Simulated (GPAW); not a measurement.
Fitting the PBEsol+D3(zero damping) energy curve of Au

The structure is cubic, space group Fm-3m (No. 225). The conventional cell has a = 4.070 Å, b = 4.070 Å, c = 4.070 Å, α = 90.00°, β = 90.00°, γ = 90.00°. Around Au (site symmetry m-3m) lie 12 Au at 2.88 Å.

The cell was scaled at fixed shape and fractions and run with GPAW, PAW data sets generated for this functional, cutoff 600 eV; PBEsol+D3(zero damping), k mesh 11 × 11 × 11 on the cell of 1 atom, fermi-dirac occupations of 0.05 eV, no spin polarisation, no spin-orbit coupling. Energies are those that the program minimises, any entropy of the smearing included. For a metal such a mesh isn't converged to the digits shown.

```csv
V (Å³/atom),energy over the lowest row (meV/atom)
15.8435,36.31
16.1806,14.57
16.5177,2.91
16.8548,0.00
17.1919,4.70
17.5290,?
17.8661,32.99
```

Q: Fit the third-order Birch-Murnaghan form, give V0, B0 and B′, and predict the energy left open.

A: With y = (V0/V)^(2/3), E = E0 + (9 V0 B0/16) [(y - 1)³ B′ + (y - 1)² (6 - 4y)]. Least squares through the rows shown give V0 = 16.8075 Å³/atom, E0 = -0.07 meV, B0 = 183.5 GPa (1 eV/Å³ = 160.218 GPa) and B′ = 6.06, with a largest miss of 0.01 meV. At V = 17.5290 the form with these constants gives 15.99 meV; the run gave 15.99 meV an atom. Measured volume: 16.96 Å³/atom at 298.15 K (a printed reference work), so the fit lies -0.9 % from it. The runs are for a static lattice.
